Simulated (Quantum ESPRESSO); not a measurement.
## Hf under changes of volume

One of the cells (22.380 Å³/atom); the others are scaled copies at fixed shape and fractional positions:

```
Hf
1.0
     3.19670    0.00000    0.00000
    -1.59835    2.76842    0.00000
     0.00000    0.00000    5.05780
Hf
2
Direct
  0.66667 0.33333 0.75000
  0.33333 0.66667 0.25000
```

* Program: Quantum ESPRESSO 7.5
* Functional: PBE
* Potentials or basis: PseudoDojo 0.4.1 SR PBE standard
* Cutoff: 789 eV
* Density cutoff: 3157 eV
* k mesh: 10 × 10 × 5
* Occupations: fermi-dirac, width 0.05 eV
* Spin: no spin polarisation

```tsv
volume (Å³/atom)	energy over the lowest point (meV/atom)	pressure (GPa)
21.037	35.39	8.3
21.485	16.41	5.5
21.933	4.82	3.0
22.380	0.00	0.6
22.828	1.39	-1.5
23.276	8.44	-3.4
23.723	?	?
```

Question: What does the run at 23.723 Å³/atom give?

Answer: Energy over the lowest point 20.64 meV/atom; pressure -5.2 GPa.

Worked out: A Birch-Murnaghan fit of order 3 (a polynomial in V^(-2/3)) to the other rows has its minimum at 22.50 Å³/atom with B0 = V·E''(V) = 109 GPa and B' = 3.4 at fixed shape and positions, which overstates the stiffness. It gives 20.68 meV/atom at 23.723 Å³/atom, against the run's 20.64, and -dE/dV = -5.3 GPa, against -5.2.

Energies are extrapolated to zero smearing.
